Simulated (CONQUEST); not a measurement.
# C in CONQUEST: equation of state

Aim: energy against volume of C in PBE, for its equilibrium volume and stiffness.

Everything below comes from runs of CONQUEST 1.3. Logs are shortened: lines on timing, memory, paths and dates and some standing lists are left out, and cuts for length are marked.

## 1. The structure

The cell holds a slab with vacuum, 4 atoms: a = 2.456 Å, b = 4.254 Å, c = 8.524 Å, α = 90.00°, β = 90.00°, γ = 90.00°.

## 2. Equation of state, PBE, 20.93 Å³/atom (volume scaled by 0.94)

Contents of Conquest_input:

```
IO.Title C
IO.Coordinates coords.dat
IO.FractionalAtomicCoords T
IO.Iprint 2
IO.Iprint_init 1
General.NumberOfSpecies 1
General.PseudopotentialType hamann
AtomMove.TypeOfRun static
AtomMove.FullStress T
Grid.PointsAlongX 24
Grid.PointsAlongY 40
Grid.PointsAlongZ 80
DM.SolutionMethod diagon
Diag.MPMesh T
Diag.GammaCentred T
Diag.MPMeshX 11
Diag.MPMeshY 6
Diag.MPMeshZ 3
Diag.kT 0.00183747
minE.SCTolerance 1e-6
SC.MaxIters 100
IO.AtomChargeOutput T
%block ChemicalSpeciesLabel
1 12.010 C
%endblock
```

Contents of coords.dat:

```
    4.5467380713     0.0000000000     0.0000000000
    0.0000000000     7.8751813492     0.0000000000
    0.0000000000     0.0000000000    15.7788339952
4
  0.0000000000   0.3333333330   0.0000000000 1 T T T
  0.5000000000   0.8333333330   0.0000000000 1 T T T
  0.0000000000   0.6666666670   0.0000000000 1 T T T
  0.5000000000   0.1666666670   0.0000000000 1 T T T
```

Potentials or basis: PseudoDojo NC PBE, DZP, grid of 24 × 40 × 80 points.

Run with:

```
> OMP_NUM_THREADS=1 Conquest
```

The program printed:

```text
Simulation cell dimensions:     4.5467 a0 x     7.8752 a0 x    15.7788 a0

      Atomic coordinates (a0)
         Atom         X         Y         Z  Species
            1    0.0000    2.6251    0.0000        1
            2    2.2734    6.5627    0.0000        1
            3    0.0000    5.2501    0.0000        1
            4    2.2734    1.3125    0.0000        1

         Monkhorst-Pack mesh:  11 x   6 x   3 gamma-centred
        This calculation includes non-local pseudopotentials,
         with a maximum core radius of      6.24713685

    Job title: C
    Job to be run: static calculation

[... 5 lines left out ...]
      Using Fermi-Dirac smearing

    Integration grid size:     24 x   40 x   80

    Integration grid spacing:  0.189 a0 x 0.197 a0 x 0.197 a0

    Number of species:  1
    --------------------------------------------------------
    |   #  mass (au)  Charge (e)  SF Rad (a0)  NSF  Label  |
    --------------------------------------------------------
    |   1     12.010       4.000        6.509   13  C      |
    --------------------------------------------------------
          SCF tolerance:                 0.00000100
          SCF iterations:               100

    The functional used will be GGA PBE96

           radial cut-off to be used is taken to be max PAO cut-off radius for this species:    6.247137

           greatest ang. mom. for making density from PAOs:  2
    Minimum blocs/proc is     1200. Maximum blocs/proc is     1200
    set_atom_dens: In set_atomic_density, electrons :      16.000000000000
 matrix_size & matrix_size_padH =           52          52

    Screened ion int: energy:     -14.501081108753 Ha

    new_SC_potl: Starting.  Tolerance:  0.10000E-05

    PulayMixSC: Starting Pulay mixing, A_up =  0.500 A_dn =  0.500
    PulayMixSC: Spin non-polarised calculation.
          Harris-Foulkes Energy            :       -24.131032449331393 Ha
          GroundState Energy (E-(1/2)TS)   :       -24.131032572443345 Ha
          Free Energy (E-TS)               :       -24.131032695555298 Ha
          DFT Total Energy                 :       -24.025117666650992 Ha
          Total number of electrons        :        15.999999999999764
    PulayMixSC: Pulay iteration     1 residual:              0.12184E-01
          Harris-Foulkes Energy            :       -24.061800453738726 Ha
          GroundState Energy (E-(1/2)TS)   :       -24.061800555749237 Ha
          Free Energy (E-TS)               :       -24.061800657759743 Ha
          DFT Total Energy                 :       -24.053434587774461 Ha
          Total number of electrons        :        16.000006004302126
    PulayMixSC: Pulay iteration     2 residual:              0.46460E-02
          Harris-Foulkes Energy            :       -24.056059188594233 Ha
          GroundState Energy (E-(1/2)TS)   :       -24.056059281682987 Ha
          Free Energy (E-TS)               :       -24.056059374771742 Ha
          DFT Total Energy                 :       -24.055939501493917 Ha
          Total number of electrons        :        16.000008657791337
    PulayMixSC: Pulay iteration     3 residual:              0.86004E-03
          Harris-Foulkes Energy            :       -24.055984082305145 Ha
          GroundState Energy (E-(1/2)TS)   :       -24.055984175876603 Ha
          Free Energy (E-TS)               :       -24.055984269448057 Ha
          DFT Total Energy                 :       -24.055982217341217 Ha
          Total number of electrons        :        16.000008849255440
    PulayMixSC: Pulay iteration     4 residual:              0.38401E-04
          Harris-Foulkes Energy            :       -24.055982819859686 Ha
          GroundState Energy (E-(1/2)TS)   :       -24.055982913367682 Ha
          Free Energy (E-TS)               :       -24.055983006875682 Ha
          DFT Total Energy                 :       -24.055982814774865 Ha
          Total number of electrons        :        16.000009146390386
    PulayMixSC: Pulay iteration     5 residual:              0.65851E-05
          Harris-Foulkes Energy            :       -24.055982821098560 Ha
          GroundState Energy (E-(1/2)TS)   :       -24.055982914599021 Ha
          Free Energy (E-TS)               :       -24.055983008099485 Ha
          DFT Total Energy                 :       -24.055982820813327 Ha
          Total number of electrons        :        16.000009423459858
    PulayMixSC: Pulay iteration     6 residual:              0.53289E-06
    PulayMixSC: Reached SCF tolerance of  0.53289E-06 after      6 iterations
      | Number of electrons      =        16.000009
      |* band energy as 2Tr[K.H] =        -8.493033886887345 Ha
      |  screened ion-ion energy =       -14.501081108752770 Ha
      |  Ha correction           =        -1.899065484116862 Ha
      |  XC correction           =         0.837209749378975 Ha
      | GS Energy as E-(1/2)TS   =       -24.055982914599021 Ha
      | Free Energy as E-TS      =       -24.055983008099485 Ha
      |* Harris-Foulkes energy   =       -24.055982821098560 Ha
      |* DFT total energy        =       -24.055982820813327 Ha
      |  estimated accuracy      =        -0.000000000285233 Ha

    force: Forces on atoms (Ha/a0)
    force:  Atom   X              Y              Z
    force:     1   0.0000000000   0.0006785307   0.0000000000
    force:     2   0.0000000000   0.0006785307  -0.0000000000
    force:     3  -0.0000000000  -0.0006785307   0.0000000000
    force:     4  -0.0000000000  -0.0006785307   0.0000000000

    force: Maximum force :        0.00067853(Ha/a0) on atom         4 in y direction
    force: Force Residual:        0.00067853 Ha/a0
    force: Total stress:        -18.32270738     0.00000000     0.00000000 GPa
                             0.00000000   -17.95187491     0.00000000
                             0.00000000     0.00000000    -0.00977424
    force: Average pressure:     12.09478551 GPa

    force: Finished force
    get_E_and_F: Change in energy during last step of electronic optimisation: -0.12389E-08

    BIBLIOGRAPHY: Please consider citing the following references in the conquest.bib file

    CONQUEST:         Bowler2002pt, Miyazaki2004, Nakata2020
    Basis:            Bowler2019
    DM:               Bowler:2006xr
    Pseudopotentials: Hamann2013, Bowler2019
    XC functional:    Perdew1996
```

It took 29 s on 1 thread of Intel Xeon Platinum 8259CL at 2.50GHz (Skylake/Cascade Lake), shared host; peak memory 0.35 GiB.

Results:

```yaml
Free_energy: -654.5966 eV
Largest_force: 0.035 eV/Å
Band_gap_on_the_k_mesh: 0.94 eV
```

Caveat: the basis of atomic orbitals isn't converged, which shifts pressures, moduli and gaps.

## 3. Equation of state, PBE, 21.38 Å³/atom (volume scaled by 0.96)

Conquest_input is that of step 2.

Contents of coords.dat:

```
    4.5787584087     0.0000000000     0.0000000000
    0.0000000000     7.9306421999     0.0000000000
    0.0000000000     0.0000000000    15.8899562057
4
  0.0000000000   0.3333333330   0.0000000000 1 T T T
  0.5000000000   0.8333333330   0.0000000000 1 T T T
  0.0000000000   0.6666666670   0.0000000000 1 T T T
  0.5000000000   0.1666666670   0.0000000000 1 T T T
```

Potentials or basis: PseudoDojo NC PBE, DZP, grid of 24 × 40 × 80 points.

Run with:

```
> OMP_NUM_THREADS=1 Conquest
```

It took 30 s on 1 thread of Intel Xeon Platinum 8259CL at 2.50GHz (Skylake/Cascade Lake), shared host; peak memory 0.35 GiB.

The run converged. Its results:

- Free energy: -654.7139 eV
- Largest force: 0.036 eV/Å
- Band gap on the k mesh: 0.93 eV

Caveat: the basis of atomic orbitals isn't converged, which shifts pressures, moduli and gaps.

## 4. Equation of state, PBE, 21.82 Å³/atom (volume scaled by 0.98)

Conquest_input is that of step 3.

Contents of coords.dat:

```
    4.6103370507     0.0000000000     0.0000000000
    0.0000000000     7.9853380126     0.0000000000
    0.0000000000     0.0000000000    15.9995455735
4
  0.0000000000   0.3333333330   0.0000000000 1 T T T
  0.5000000000   0.8333333330   0.0000000000 1 T T T
  0.0000000000   0.6666666670   0.0000000000 1 T T T
  0.5000000000   0.1666666670   0.0000000000 1 T T T
```

Run with:

```
> OMP_NUM_THREADS=1 Conquest
```

It took 29 s on 1 thread of Intel Xeon Platinum 8259CL at 2.50GHz (Skylake/Cascade Lake), shared host; peak memory 0.35 GiB.

The run converged. Its results:

* Free energy: -654.7989 eV
* Largest force: 0.040 eV/Å
* Band gap on the k mesh: 0.91 eV

Caveat: the basis of atomic orbitals isn't converged, which shifts pressures, moduli and gaps.

## 5. Equation of state, PBE, 22.27 Å³/atom

Conquest_input is that of step 4.

Contents of coords.dat:

```
    4.6414889217     0.0000000000     0.0000000000
    0.0000000000     8.0392946358     0.0000000000
    0.0000000000     0.0000000000    16.1076538906
4
  0.0000000000   0.3333333330   0.0000000000 1 T T T
  0.5000000000   0.8333333330   0.0000000000 1 T T T
  0.0000000000   0.6666666670   0.0000000000 1 T T T
  0.5000000000   0.1666666670   0.0000000000 1 T T T
```

Run with:

```
> OMP_NUM_THREADS=1 Conquest
```

Run time: 30 s. Hardware: 1 thread of Intel Xeon Platinum 8259CL at 2.50GHz (Skylake/Cascade Lake), shared host; peak memory 0.35 GiB.

Results (log left out):

* Free energy: -654.8542 eV
* Largest force: 0.039 eV/Å
* Band gap on the k mesh: 0.89 eV

Caveat: the basis of atomic orbitals isn't converged, which shifts pressures, moduli and gaps.

## 6. Equation of state, PBE, 22.71 Å³/atom (volume scaled by 1.02)

Conquest_input is that of step 5.

Contents of coords.dat:

```
    4.6722281547     0.0000000000     0.0000000000
    0.0000000000     8.0925365493     0.0000000000
    0.0000000000     0.0000000000    16.2143302040
4
  0.0000000000   0.3333333330   0.0000000000 1 T T T
  0.5000000000   0.8333333330   0.0000000000 1 T T T
  0.0000000000   0.6666666670   0.0000000000 1 T T T
  0.5000000000   0.1666666670   0.0000000000 1 T T T
```

Potentials or basis: PseudoDojo NC PBE, DZP, grid of 24 × 40 × 80 points.

Run with:

```
> OMP_NUM_THREADS=1 Conquest
```

The program printed:

```text
Simulation cell dimensions:     4.6722 a0 x     8.0925 a0 x    16.2143 a0

      Atomic coordinates (a0)
         Atom         X         Y         Z  Species
            1    0.0000    2.6975    0.0000        1
            2    2.3361    6.7438    0.0000        1
            3    0.0000    5.3950    0.0000        1
            4    2.3361    1.3488    0.0000        1

         Monkhorst-Pack mesh:  11 x   6 x   3 gamma-centred
        This calculation includes non-local pseudopotentials,
         with a maximum core radius of      6.24713685

    Job title: C
    Job to be run: static calculation

[... 5 lines left out ...]
      Using Fermi-Dirac smearing

    Integration grid size:     24 x   40 x   80

    Integration grid spacing:  0.195 a0 x 0.202 a0 x 0.203 a0

    Number of species:  1
    --------------------------------------------------------
    |   #  mass (au)  Charge (e)  SF Rad (a0)  NSF  Label  |
[... 55 lines left out ...]
          Total number of electrons        :        16.000003855875502
    PulayMixSC: Pulay iteration     6 residual:              0.34859E-06
    PulayMixSC: Reached SCF tolerance of  0.34859E-06 after      6 iterations
      | Number of electrons      =        16.000004
      |* band energy as 2Tr[K.H] =        -8.360564547424659 Ha
      |  screened ion-ion energy =       -14.893522915773824 Ha
      |  Ha correction           =        -1.614288097572657 Ha
      |  XC correction           =         0.801893057492289 Ha
      | GS Energy as E-(1/2)TS   =       -24.066489604355212 Ha
      | Free Energy as E-TS      =       -24.066489771699640 Ha
      |* Harris-Foulkes energy   =       -24.066489437010784 Ha
      |* DFT total energy        =       -24.066489436923248 Ha
      |  estimated accuracy      =        -0.000000000087535 Ha

    force: Forces on atoms (Ha/a0)
    force:  Atom   X              Y              Z
    force:     1  -0.0000000000   0.0007258085   0.0000000000
    force:     2  -0.0000000000   0.0007258085   0.0000000000
    force:     3   0.0000000000  -0.0007258085  -0.0000000000
    force:     4   0.0000000000  -0.0007258085  -0.0000000000

    force: Maximum force :        0.00072581(Ha/a0) on atom         1 in y direction
    force: Force Residual:        0.00072581 Ha/a0
    force: Total stress:         -2.35085448     0.00000000     0.00000000 GPa
                             0.00000000    -1.93810027     0.00000000
                             0.00000000     0.00000000    -0.01223893
    force: Average pressure:      1.43373123 GPa

    force: Finished force
    get_E_and_F: Change in energy during last step of electronic optimisation: -0.11090E-07

    BIBLIOGRAPHY: Please consider citing the following references in the conquest.bib file

    CONQUEST:         Bowler2002pt, Miyazaki2004, Nakata2020
    Basis:            Bowler2019
    DM:               Bowler:2006xr
    Pseudopotentials: Hamann2013, Bowler2019
    XC functional:    Perdew1996
```

Run time: 31 s. Hardware: 1 thread of Intel Xeon Platinum 8259CL at 2.50GHz (Skylake/Cascade Lake), shared host; peak memory 0.32 GiB.

Results:

| Item | Value |
| --- | --- |
| Free energy | -654.8825 eV |
| Largest force | 0.037 eV/Å |
| Band gap on the k mesh | 0.88 eV |

Caveat: the basis of atomic orbitals isn't converged, which shifts pressures, moduli and gaps.

## 7. Equation of state, PBE, 23.16 Å³/atom (volume scaled by 1.04)

Conquest_input is that of step 6.

Contents of coords.dat:

```
    4.7025681487     0.0000000000     0.0000000000
    0.0000000000     8.1450869603     0.0000000000
    0.0000000000     0.0000000000    16.3196210127
4
  0.0000000000   0.3333333330   0.0000000000 1 T T T
  0.5000000000   0.8333333330   0.0000000000 1 T T T
  0.0000000000   0.6666666670   0.0000000000 1 T T T
  0.5000000000   0.1666666670   0.0000000000 1 T T T
```

Run with:

```
> OMP_NUM_THREADS=1 Conquest
```

Wall time 28 s (1 thread of Intel Xeon Platinum 8259CL at 2.50GHz (Skylake/Cascade Lake), shared host); peak memory 0.33 GiB.

Results (log left out):

```
Free energy            : -654.8865 eV
Largest force          : 0.035 eV/Å
Band gap on the k mesh : 0.86 eV
```

Caveat: the basis of atomic orbitals isn't converged, which shifts pressures, moduli and gaps.

## 8. Equation of state, PBE, 23.60 Å³/atom (volume scaled by 1.06)

Conquest_input is that of step 7.

Contents of coords.dat:

```
    4.7325216196     0.0000000000     0.0000000000
    0.0000000000     8.1969678940     0.0000000000
    0.0000000000     0.0000000000    16.4235704460
4
  0.0000000000   0.3333333330   0.0000000000 1 T T T
  0.5000000000   0.8333333330   0.0000000000 1 T T T
  0.0000000000   0.6666666670   0.0000000000 1 T T T
  0.5000000000   0.1666666670   0.0000000000 1 T T T
```

Run with:

```
> OMP_NUM_THREADS=1 Conquest
```

Run time: 31 s. Hardware: 1 thread of Intel Xeon Platinum 8259CL at 2.50GHz (Skylake/Cascade Lake), shared host; peak memory 0.32 GiB.

It converged, with:

| Property | Result |
| --- | --- |
| Free energy | -654.8678 eV |
| Largest force | 0.032 eV/Å |
| Band gap on the k mesh | 0.85 eV |

Caveat: the basis of atomic orbitals isn't converged, which shifts pressures, moduli and gaps.

## 9. Equation of state, PBE

Potentials or basis: PseudoDojo NC PBE, DZP, grid of 24 × 40 × 80 points.

This step only gathers the single runs of the series.

What came out:

| Item | Value |
| --- | --- |
| Equilibrium volume | 23.01 Å³/atom |
| Bulk modulus at fixed shape and positions | 108 GPa |
| Pressure derivative of the bulk modulus | 3.7 |

Energy against volume, from the lowest point:
```
volume (Å³/atom)  energy (meV/atom)
          20.930              72.47
          21.376              43.16
          21.821              21.91
          22.266               8.08
          22.712               0.99
          23.157               0.00
          23.602               4.68
```

Caveat: the DZP basis gives volumes some 2 % larger than converged bases do, and moduli off by several per cent; the cell was scaled at fixed shape and fractional positions, which overstates the stiffness of a crystal with free parameters, most of all of layers and chains; the basis of atomic orbitals isn't converged, which shifts pressures, moduli and gaps.
